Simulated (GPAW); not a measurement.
PbSe (Clausthalite), 2 atoms in the cell. The structure is cubic, space group Fm-3m (No. 225). The conventional cell has a = 6.121 Å, b = 6.121 Å, c = 6.121 Å, α = 90.00°, β = 90.00°, γ = 90.00°. Around Pb (site symmetry m-3m) lie 6 Se at 3.06 Å. Se (site symmetry m-3m) has 6 Pb at 3.06 Å as nearest neighbours. 

- Program: GPAW 26.7.0
- Task: equation of state
- Functional: PBEsol
- Potentials or basis: PAW data sets generated in the run's folder for this functional
- Cutoff: 600 eV
- Basis: pw
- k mesh: 6 × 6 × 6
- Occupations: fermi-dirac, width 0.05 eV
- Spin: no spin polarisation
- Maxiter: 150
- Eos scales: [0.94, 0.96, 0.98, 1.0, 1.02, 1.04, 1.06]

Potentials or basis: PAW data sets generated in the run's folder for this functional, pw.

Run with:

```bash
$ gpaw-setup -f PBEsol Pb Se
$ OMP_NUM_THREADS=1 python run.py
```

Hardware: 1 thread of AMD EPYC 9R14 (Zen 4) (shared host).

Q: Estimate the wall time of this run.

A: Wall time 42 s on 1 thread of AMD EPYC 9R14 (Zen 4), with other jobs on the host, peak memory 0.26 GiB. Counts: scf iterations 63, plane waves 1868, bands 19, k points 16.
